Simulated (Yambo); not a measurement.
Here is a Yambo 5.3.0 calculation.

File optics1.in:

```
optics
chi
Chimod= "HARTREE"
% BndsRnXd
 1 | 33 |
%
NGsBlkXd= 3 Ry
% LongDrXd
 1 | 0 | 0 |
%
% QpntsRXd
 1 | 1 |
%
% EnRngeXd
 0 | 20 | eV
%
% DmRngeXd
 0.1 | 0.1 | eV
%
ETStpsXd= 200
```

File scf.in:

```
&CONTROL
  calculation = 'scf'
  prefix = 'pwscf'
  outdir = './tmp'
  pseudo_dir = './pseudo'
/
&SYSTEM
  ibrav = 0
  nat = 4
  ntyp = 2
  ecutwfc = 84
  nbnd = 14
  occupations = 'smearing'
  smearing = 'fd'
  degauss = 0.00367493
  force_symmorphic = .true.
/
&ELECTRONS
  conv_thr = 8d-10
  electron_maxstep = 120
  mixing_beta = 0.5
/
ATOMIC_SPECIES
Al    26.9815 Al.upf
N     14.0070 N.upf
CELL_PARAMETERS angstrom
   3.1130000000    0.0000000000    0.0000000000
  -1.5565000000    2.6959370820    0.0000000000
   0.0000000000    0.0000000000    4.9810000000
ATOMIC_POSITIONS crystal
Al     0.6666666667    0.3333333333    0.5000000000
Al     0.3333333333    0.6666666667    0.0000000000
N      0.6666666667    0.3333333333    0.8800000000
N      0.3333333333    0.6666666667    0.3800000000
K_POINTS automatic
12 12 6 0 0 0
```

File nscf.in:

```
&CONTROL
  calculation = 'nscf'
  prefix = 'pwscf'
  outdir = './tmp'
  pseudo_dir = './pseudo'
/
&SYSTEM
  ibrav = 0
  nat = 4
  ntyp = 2
  ecutwfc = 84
  nbnd = 158
  occupations = 'fixed'
  force_symmorphic = .true.
/
&ELECTRONS
  conv_thr = 1d-08
  diago_full_acc = .true.
  diago_thr_init = 1d-06
/
ATOMIC_SPECIES
Al    26.9815 Al.upf
N     14.0070 N.upf
CELL_PARAMETERS angstrom
   3.1130000000    0.0000000000    0.0000000000
  -1.5565000000    2.6959370820    0.0000000000
   0.0000000000    0.0000000000    4.9810000000
ATOMIC_POSITIONS crystal
Al     0.6666666667    0.3333333333    0.5000000000
Al     0.3333333333    0.6666666667    0.0000000000
N      0.6666666667    0.3333333333    0.8800000000
N      0.3333333333    0.6666666667    0.3800000000
K_POINTS automatic
3 3 4 0 0 0
```

Potentials or basis: PseudoDojo 0.5 SR PBE standard.

Run with:

```sh
$ OMP_NUM_THREADS=1 pw.x -in scf.in > scf.out
$ OMP_NUM_THREADS=1 pw.x -in nscf.in > nscf.out
$ cd tmp/pwscf.save; p2y; mv SAVE ../..; cd ../..
$ OMP_NUM_THREADS=1 yambo
$ OMP_NUM_THREADS=1 yambo -F optics1.in -J optics1 -C optics1_out
```

Problem. Estimate the electronic dielectric constant along the field.

Solution. 5.25.

Problem. What does it give for the electronic dielectric constant along the field, independent particles?

Solution. 5.55.

Problem. Predict the band gap on the k mesh, mean-field level.

Solution. 4.22 eV, direct.

Dielectric function (along the field direction of the input):
| energy (eV) | real part | imaginary part |
| --- | --- | --- |
| 0.30 | 5.26 | 0.05 |
| 1.31 | 5.38 | 0.06 |
| 2.31 | 5.71 | 0.08 |
| 3.32 | 6.45 | 0.14 |
| 4.42 | 6.29 | 5.88 |
| 5.43 | 9.79 | 7.35 |
| 6.43 | 9.85 | 11.41 |
| 7.54 | -5.49 | 20.61 |
| 8.54 | -5.92 | 9.14 |
| 9.55 | 0.01 | 3.22 |
| 10.65 | 4.18 | 2.74 |
| 11.66 | 1.59 | 2.05 |
| 12.66 | 2.25 | 4.60 |
| 13.77 | -2.09 | 1.01 |
| 14.77 | -1.36 | 4.13 |
| 15.78 | -0.24 | 1.83 |
| 16.88 | -0.95 | 0.92 |
| 17.89 | -1.27 | 2.38 |
| 18.89 | -0.23 | 0.60 |
| 20.00 | -0.66 | 0.89 |

Caveat: the k mesh is coarse (spacing up to 0.78 Å⁻¹), so the values aren't converged; spectra need much finer meshes, so this one isn't converged; these spectra lack excitons; an odd mesh through Γ misses points on the zone boundary, where band edges often lie.
